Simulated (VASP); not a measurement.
# AgCl (Chlorargyrite) (Fm-3m) in VASP: further runs

One crystal, AgCl (Chlorargyrite), is run at these levels: PBEsol; tasks: relaxation of the atoms.

Everything below comes from runs of VASP 6.6.1. Logs are shortened: lines on timing, memory, paths and dates and some standing lists are left out, and cuts for length are marked.

**The experiment to reproduce.**

From a printed reference work, data compilation, for a bulk crystal of AgCl: band gap 3.249 eV (indirect).

The runs below are set against these values where they give the same quantity.

### Step 1. The structure

It takes space group Fm-3m (No. 225, cubic). Conventional cell: a = 5.445 Å, b = 5.445 Å, c = 5.445 Å, α = 90.00°, β = 90.00°, γ = 90.00°. Around Ag (site symmetry m-3m) lie 6 Cl at 2.72 Å. Cl (site symmetry m-3m) is surrounded by 6 Ag at 2.72 Å.

### Step 2. Relaxation of the atoms, PBEsol (a relaxed cell with its volume scaled by 0.98)

The input, INCAR:

```
PREC     = Accurate       # precision mode
ENCUT    = 600            # plane-wave cutoff, eV
EDIFF    = 1E-7           # SCF threshold, eV
ISMEAR   = 0              # smearing method
SIGMA    = 0.03           # smearing width, eV
LREAL    = False          # projectors in reciprocal space
LASPH    = True           # aspherical terms in the spheres
NELM     = 80             # most SCF steps
ALGO     = Fast           # electronic algorithm
ISIF     = 2              # what is computed and relaxed
LWAVE    = False          # write WAVECAR
LCHARG   = False          # write CHGCAR
GGA      = PS             # functional
IBRION   = 2              # ionic algorithm
NSW      = 40             # ionic steps
EDIFFG   = -0.01          # ionic threshold
```

The input, KPOINTS:

```
regular mesh
0
Gamma
  8 8 8
```

The input, POSCAR:

```
AgCl                                    
1.0
    0.0000000000      2.7042186954      2.7042186954
    2.7042186954      0.0000000000      2.7042186954
    2.7042186954      2.7042186954      0.0000000000
  Ag              Cl            
     1     1
Direct
     0.0000000000000000    0.0000000000000000    0.0000000000000000
     0.5000000000000000    0.5000000000000000    0.5000000000000000
```

Potentials or basis: VASP PAW PBE potentials, release 64 (Ag, Cl).

The run is started by

```sh
$ cat potpaw_PBE.64/Ag/POTCAR potpaw_PBE.64/Cl/POTCAR > POTCAR
$ mpirun -np 1 vasp_std > vasp.out
```

OUTCAR:

```text
PREC = Accurate
   ENCUT = 600
   EDIFF = 1E-7
   ISMEAR = 0
   LREAL = False
   LASPH = True
   NELM = 80
   ISIF = 2
   GGA = PS
   IBRION = 2
   NSW = 40
   EDIFFG = -0.01

 ion  position               nearest neighbor table
   1  0.000  0.000  0.000-   2 2.70   2 2.70   2 2.70   2 2.70   2 2.70   2 2.70
   2  0.500  0.500  0.500-   1 2.70   1 2.70   1 2.70   1 2.70   1 2.70   1 2.70

  LATTYP: Found a face centered cubic cell.
 ALAT       =     5.4084373908

  Lattice vectors:

 A1 = (   0.0000000000,   2.7042186954,   2.7042186954)
 A2 = (   2.7042186954,   0.0000000000,   2.7042186954)
 A3 = (   2.7042186954,   2.7042186954,   0.0000000000)

Analysis of symmetry for initial positions (statically):
=====================================================================
 Subroutine PRICEL returns:
 Original cell was already a primitive cell.

 Routine SETGRP: Setting up the symmetry group for a
 face centered cubic supercell.

 Subroutine GETGRP returns: Found 48 space group operations
 (whereof 48 operations were pure point group operations)
 out of a pool of 48 trial point group operations.

The static configuration has the point symmetry O_h .

Analysis of symmetry for dynamics (positions and initial velocities):
=====================================================================
 Subroutine PRICEL returns:
 Original cell was already a primitive cell.

 Routine SETGRP: Setting up the symmetry group for a
 face centered cubic supercell.

 Subroutine GETGRP returns: Found 48 space group operations
 (whereof 48 operations were pure point group operations)
 out of a pool of 48 trial point group operations.

The dynamic configuration has the point symmetry O_h .

 Subroutine INISYM returns: Found 48 space group operations
 (whereof 48 operations are pure point group operations),
 and found     1 'primitive' translations

----------------------------------------------------------------------------------------

                                     Primitive cell

  volume of cell :      39.5508

  direct lattice vectors                    reciprocal lattice vectors
     0.000000000  2.704218695  2.704218695    -0.184896288  0.184896288  0.184896288
     2.704218695  0.000000000  2.704218695     0.184896288 -0.184896288  0.184896288
     2.704218695  2.704218695  0.000000000     0.184896288  0.184896288 -0.184896288

  length of vectors
     3.824342755  3.824342755  3.824342755     0.320249766  0.320249766  0.320249766

  position of ions in fractional coordinates (direct lattice)
     0.000000000  0.000000000  0.000000000
     0.500000000  0.500000000  0.500000000

  ion indices of the primitive-cell ions
   primitive index   ion index
                 1           1
                 2           2

----------------------------------------------------------------------------------------

 KPOINTS: regular mesh

Automatic generation of k-mesh.
 Grid dimensions read from file:
 generate k-points for:    8    8    8

 Generating k-lattice:

  Cartesian coordinates                     Fractional coordinates (reciprocal lattice)
    -0.023112036  0.023112036  0.023112036     0.125000000  0.000000000  0.000000000
     0.023112036 -0.023112036  0.023112036     0.000000000  0.125000000  0.000000000
     0.023112036  0.023112036 -0.023112036     0.000000000  0.000000000  0.125000000

  Length of vectors
     0.040031221  0.040031221  0.040031221

  Shift w.r.t. Gamma in fractional coordinates (k-lattice)
     0.000000000  0.000000000  0.000000000

 Subroutine IBZKPT returns following result:
 ===========================================

 Found     29 irreducible k-points:

 Following reciprocal coordinates:
            Coordinates               Weight
  0.000000  0.000000  0.000000      1.000000
  0.125000  0.000000  0.000000      8.000000
  0.250000  0.000000  0.000000      8.000000
  0.375000  0.000000  0.000000      8.000000
  0.500000  0.000000  0.000000      4.000000
  0.125000  0.125000  0.000000      6.000000
[... 16 lines left out ...]
  0.500000  0.250000  0.125000     48.000000
 -0.375000  0.250000  0.125000     24.000000
 [... further k-points ...]
   k-points           NKPTS =     29   k-points in BZ     NKDIM =     29   number of bands    NBANDS=     13
   number of dos      NEDOS =    301   number of ions     NIONS =      2
   total plane-waves  NPLWV =  32768
   dimension x,y,z NGX =    32 NGY =   32 NGZ =   32
   dimension x,y,z NGXF=    64 NGYF=   64 NGZF=   64
   ions per type =               1   1
   NGX,Y,Z   is equivalent  to a cutoff of  13.91, 13.91, 13.91 a.u.
   NGXF,Y,Z  is equivalent  to a cutoff of  27.82, 27.82, 27.82 a.u.
 SYSTEM =  unknown system
   PREC   = accura    normal or accurate (medium, high low for compatibility)
   ISTART =      0    job   : 0-new  1-cont  2-samecut
   ICHARG =      2    charge: 1-file 2-atom 10-const
   ISPIN  =      1    spin polarized calculation?
   LNONCOLLINEAR =      F non collinear calculations
   LSORBIT =      F    spin-orbit coupling
   LASPH  =      T    aspherical Exc in radial PAW
   ENCUT  =  600.0 eV  44.10 Ry    6.64 a.u.   7.64  7.64  7.64*2*pi/ulx,y,z
   NELM   =     80;   NELMIN=  2; NELMDL= -5     # of ELM steps
   EDIFF  = 0.1E-06   stopping-criterion for ELM
   LREAL  =      F    real-space projection
   EDIFFG = -.1E-01   stopping-criterion for IOM
   NSW    =     40    number of steps for IOM
   IBRION =      2    ionic relax: 0-MD 1-quasi-New 2-CG
   NFREE  =      1    steps in history (QN), initial steepest desc. (CG)
   ISIF   =      2    stress and relaxation
   ISYM   =      2    0-nonsym 1-usesym 2-fastsym
   POTIM  = 0.5000    time-step for ionic-motion
   TEBEG  =    0.0;   TEEND  =   0.0 temperature during run
   PSTRESS=    0.0 pullay stress
   NELECT =      18.0000    total number of electrons
   NUPDOWN=      -1.0000    fix difference up-down
   EMIN   =  10.00;   EMAX   =-10.00  energy-range for DOS
   EFERMI =   0.00;   METHOD = LEGACY
   ISMEAR =     0;   SIGMA  =   0.03  broadening in eV -4-tet -1-fermi 0-gaus
   EFERMI_NEDOS =   21; number of points for ismear=-14 and -15
   IALGO  =     68    algorithm
   IMIX   =      4    mixing-type and parameters
     AMIX     =   0.40;   BMIX     =  1.00
     AMIX_MAG =   1.60;   BMIX_MAG =  1.00
  volume/ion in A,a.u.               =      19.78       133.45
  Fermi-wavevector in a.u.,A,eV,Ry     =   1.259256  2.379648 21.575090  1.585724
  Thomas-Fermi vector in A             =   2.392824
   LORBIT       =      0    0 simple, 1 ext, 2 COOP (PROOUT), +10 PAW based schemes
   GGA     = PS    functional components
   LHFCALC =     F    Hartree Fock is set to
   AEXX    =    0.0000 exact exchange contribution
   IVDW    =     0    specifies the selected vdW correction
   LEPSILON=     F    determine dielectric tensor
   LRPA    =     F    only Hartree local field effects (RPA)
 conjugate gradient relaxation of ions
 non-spin polarized calculation
 RMM-DIIS sequential band-by-band and
 Gauss-broadening in eV      SIGMA  =   0.03
  energy-cutoff  :      600.00
  volume of cell :       39.55
 maximum number of plane-waves:      1363
   NGX = 15   NGY = 15   NGZ = 15

 number of electron      17.9999999 magnetization

 Free energy of the ion-electron system (eV)
  ---------------------------------------------------
  ext. energy  EPLUGINS =         0.00000000
  ---------------------------------------------------
  free energy    TOTEN  =        -6.05805110 eV

  energy without entropy =       -6.05805110  energy(sigma->0) =       -6.05805110

 E-fermi :   4.8691     XC(G=0): -10.6146

 val. band max:        4.7113489278   @ k =   0.5000   0.0000   0.0000
 cond. band min:       5.4348016057   @ k =   0.0000   0.0000   0.0000
 fundamental gap:      0.7234526778
 Fermi energy:         4.8691225216

 k-point     1 :       0.0000    0.0000    0.0000
  band No.  band energies     occupation
      1     -10.9653      2.00000
      2       1.8999      2.00000
      3       1.8999      2.00000
      4       1.8999      2.00000
      5       1.9448      2.00000
      6       1.9448      2.00000
      7       2.0584      2.00000
      8       2.0584      2.00000
      9       2.0584      2.00000
     10       5.4348      0.00000
     11      15.4276      0.00000
     12      15.4276      0.00000
     13      15.4276      0.00000

 k-point     2 :       0.1250    0.0000    0.0000
  band No.  band energies     occupation
      1     -10.8900      2.00000
      2       1.1036      2.00000
      3       1.1800      2.00000
      4       1.1800      2.00000
      5       1.9664      2.00000
      6       1.9664      2.00000
      7       2.2395      2.00000
      8       2.9066      2.00000
      9       2.9066      2.00000
     10       6.2124      0.00000
     11      13.9829      0.00000
     12      15.1152      0.00000
     13      15.1152      0.00000

 k-point     3 :       0.2500    0.0000    0.0000
  band No.  band energies     occupation
      1     -10.6988      2.00000
      2      -0.0580      2.00000
      3       0.5398      2.00000
      4       0.5398      2.00000
      5       2.1214      2.00000
      6       2.1214      2.00000
      7       2.4147      2.00000
      8       3.7766      2.00000
      9       3.7766      2.00000
     10       7.5819      0.00000
     11      12.3540      0.00000
     12      13.7574      0.00000
     13      13.7574      0.00000
[... 305 lines left out ...]
 k-point    23 :       0.5000    0.2500    0.1250
  band No.  band energies     occupation
      1     -10.4358      2.00000
      2      -0.7266      2.00000
      3       0.1203      2.00000
      4       0.3794      2.00000
      5       2.1605      2.00000
      6       2.3627      2.00000
      7       2.6508      2.00000
      8       3.2109      2.00000
      9       4.2618      2.00000
     10       9.3030      0.00000
     11      10.5987      0.00000
     12      12.4843      0.00000
     13      13.4348      0.00000

 k-point    24 :      -0.3750    0.2500    0.1250
  band No.  band energies     occupation
      1     -10.3729      2.00000
      2      -0.8061      2.00000
      3       0.0469      2.00000
      4       0.1191      2.00000
      5       2.2739      2.00000
      6       2.3538      2.00000
      7       2.6377      2.00000
      8       3.5788      2.00000
      9       4.1281      2.00000
     10       9.6976      0.00000
     11      10.1076      0.00000
     12      12.7130      0.00000
     13      13.0981      0.00000

 [... further k-points ...]
[... 5 lines left out ...]
  --------------------------------------------------------------------------------------
  -------------------------------------------------------------------------------------
  Total        0.3008929      0.3008929      0.3008929     -0.0000000      0.0000000      0.0000000
  in kB       12.1889716     12.1889716     12.1889716     -0.0000000      0.0000000      0.0000000
  external PRESSURE =      12.1889716 kB  Pullay stress =       0.0000000 kB

 VOLUME and BASIS-vectors are now :
 -----------------------------------------------------------------------------
  energy-cutoff  :      600.00
  volume of cell :       39.55
      direct lattice vectors                 reciprocal lattice vectors
     0.000000000  2.704218695  2.704218695    -0.184896288  0.184896288  0.184896288
     2.704218695  0.000000000  2.704218695     0.184896288 -0.184896288  0.184896288
     2.704218695  2.704218695  0.000000000     0.184896288  0.184896288 -0.184896288

 POSITION                                       TOTAL-FORCE (eV/Angst)
 -----------------------------------------------------------------------------------
      0.00000      0.00000      0.00000         0.000000      0.000000      0.000000
      2.70422      2.70422      2.70422         0.000000     -0.000000     -0.000000
 -----------------------------------------------------------------------------------
    total drift:                                0.000000     -0.000000     -0.000000

  FREE ENERGIE OF THE ION-ELECTRON SYSTEM (eV)
  ---------------------------------------------------
  free  energy   TOTEN  =        -6.0580511024 eV

  energy  without entropy=       -6.0580511024  energy(sigma->0) =       -6.05805110

 reached required accuracy - stopping structural energy minimisation
```

Run time: 11 s. Hardware: 1 thread of AMD EPYC 9R45 (Zen 5), shared host; peak memory 0.15 GiB.

Results:

```
Free energy             : -6.0581 eV
Pressure after relaxing : 1.2 GPa
Band gap on the k mesh  : 0.72 eV, indirect (least direct gap 3.31 eV)
```

Final structure:
```
Ag Cl
1.0
     0.00000    2.70422    2.70422
     2.70422    0.00000    2.70422
     2.70422    2.70422    0.00000
Ag Cl
1 1
Direct
  0.00000 0.00000 0.00000
  0.50000 0.50000 0.50000
```

Levels at points of the mesh, in eV from the valence-band top:
```
           k point  band 6  band 7  band 8  band 9  band 10  band 11  band 12  band 13
(0.00, 0.00, 0.00)   -2.77   -2.65   -2.65   -2.65     0.72    10.72    10.72    10.72
(0.50, 0.00, 0.00)   -2.36   -2.00    0.00    0.00     3.82     6.87     7.38     7.38
(0.50, 0.50, 0.00)   -2.54   -2.21   -2.21   -2.07     2.10     7.75     8.71    11.74
```

Caveat: the relaxation stopped at its first step, so nothing moved; the PAW data sets were made with another functional, which shifts forces and pressure a little.

### Step 3. Relaxation of the atoms, PBEsol

INCAR is that of step 2.

KPOINTS is that of step 2.

The input, POSCAR:

```
AgCl                                    
1.0
    0.0000000000      2.7224909976      2.7224909976
    2.7224909976      0.0000000000      2.7224909976
    2.7224909976      2.7224909976      0.0000000000
  Ag              Cl            
     1     1
Direct
     0.0000000000000000    0.0000000000000000    0.0000000000000000
     0.5000000000000000    0.5000000000000000    0.5000000000000000
```

Potentials or basis: VASP PAW PBE potentials, release 64 (Ag, Cl).

The run is started by

```sh
$ cat potpaw_PBE.64/Ag/POTCAR potpaw_PBE.64/Cl/POTCAR > POTCAR
$ mpirun -np 1 vasp_std > vasp.out
```

Wall time 11 s (1 thread of AMD EPYC 9R45 (Zen 5), shared host); peak memory 0.15 GiB.

It converged, with:

| Property | Result |
| --- | --- |
| Free energy | -6.0614 eV |
| Pressure after relaxing | 0.0 GPa |
| Band gap on the k mesh | 0.72 eV, indirect (least direct gap 3.23 eV) |

Final structure:
```
Ag Cl
1.0
     0.00000    2.72249    2.72249
     2.72249    0.00000    2.72249
     2.72249    2.72249    0.00000
Ag Cl
1 1
Direct
  0.00000 0.00000 0.00000
  0.50000 0.50000 0.50000
```

Levels at points of the mesh, in eV from the valence-band top:
```csv
k point,band 7,band 8,band 9,band 10,band 11,band 12
"(0.00, 0.00, 0.00)",-2.57,-2.57,-2.57,0.72,10.72,10.72
"(0.50, 0.00, 0.00)",-1.94,0.00,0.00,3.88,6.75,7.42
"(0.50, 0.50, 0.00)",-2.15,-2.15,-2.02,2.14,7.78,8.64
```

Caveat: the relaxation stopped at its first step, so nothing moved; the PAW data sets were made with another functional, which shifts forces and pressure a little.

### Step 4. Relaxation of the atoms, PBEsol (a relaxed cell with its volume scaled by 1.02)

INCAR is that of step 3.

KPOINTS is that of step 3.

The input, POSCAR:

```
AgCl                                    
1.0
    0.0000000000      2.7405212648      2.7405212648
    2.7405212648      0.0000000000      2.7405212648
    2.7405212648      2.7405212648      0.0000000000
  Ag              Cl            
     1     1
Direct
     0.0000000000000000    0.0000000000000000    0.0000000000000000
     0.5000000000000000    0.5000000000000000    0.5000000000000000
```

The run is started by

```sh
$ cat potpaw_PBE.64/Ag/POTCAR potpaw_PBE.64/Cl/POTCAR > POTCAR
$ mpirun -np 1 vasp_std > vasp.out
```

It took 11 s on 1 thread of AMD EPYC 9R45 (Zen 5), shared host; peak memory 0.15 GiB.

Results (log left out):

```yaml
Free_energy: -6.0589 eV
Pressure_after_relaxing: -1.1 GPa
Band_gap_on_the_k_mesh: 0.72 eV, indirect (least direct gap 3.16 eV)
```

Final structure:
```yaml
crystal:
  lattice:
    - [0.00000, 2.74052, 2.74052]
    - [2.74052, 0.00000, 2.74052]
    - [2.74052, 2.74052, 0.00000]
  atoms:
    - { symbol: Ag, position: [0.00000, 0.00000, 0.00000] }
    - { symbol: Cl, position: [0.50000, 0.50000, 0.50000] }
```

Levels at points of the mesh, in eV from the valence-band top:
| k point | band 5 | band 6 | band 7 | band 8 | band 9 | band 10 | band 11 | band 12 | band 13 |
| --- | --- | --- | --- | --- | --- | --- | --- | --- | --- |
| (0.00, 0.00, 0.00) | -2.58 | -2.58 | -2.48 | -2.48 | -2.48 | 0.72 | 10.73 | 10.73 | 10.73 |
| (0.50, 0.00, 0.00) | -2.21 | -2.21 | -1.88 | 0.00 | 0.00 | 3.94 | 6.64 | 7.46 | 7.46 |
| (0.50, 0.50, 0.00) | -3.00 | -2.37 | -2.08 | -2.08 | -1.98 | 2.18 | 7.81 | 8.58 | 11.53 |

Caveat: the relaxation stopped at its first step, so nothing moved; the PAW data sets were made with another functional, which shifts forces and pressure a little. A k mesh can miss the band edges.

### Step 5. Overview

```csv
cell,gap on the mesh (eV),pressure (GPa)
atoms relaxed from: a relaxed cell with its volume scaled by 0.98,0.72,1.2
atoms relaxed,0.72,0.0
atoms relaxed from: a relaxed cell with its volume scaled by 1.02,0.72,-1.1
```

Alike in all rows: task relaxation of the atoms; level PBEsol; potentials or basis VASP PAW PBE potentials, release 64 (Ag, Cl); no spin polarisation; k mesh 8 × 8 × 8; cutoff (eV) 600; smearing gaussian 0.03 eV.

Caveats: the relaxation stopped at its first step, so nothing moved; the PAW data sets were made with another functional, which shifts forces and pressure a little.

Total energies depend on the potentials used, so only differences within one code and one set of settings carry meaning.

### Step 6. How close it comes

Step 3. Against the measured gap of AgCl, 3.249 eV (indirect; a printed reference work, data compilation), the calculated 0.72 eV is off by -2.53 eV. So large a miss can be the level of theory's own, or it may mean another phase, state or a wrong row. Spin-orbit coupling on Ag is left out. The value is that of PBEsol on a finite k mesh, which can miss the band edges, without temperature or zero-point motion. Semilocal functionals fall short of measured gaps as a rule.
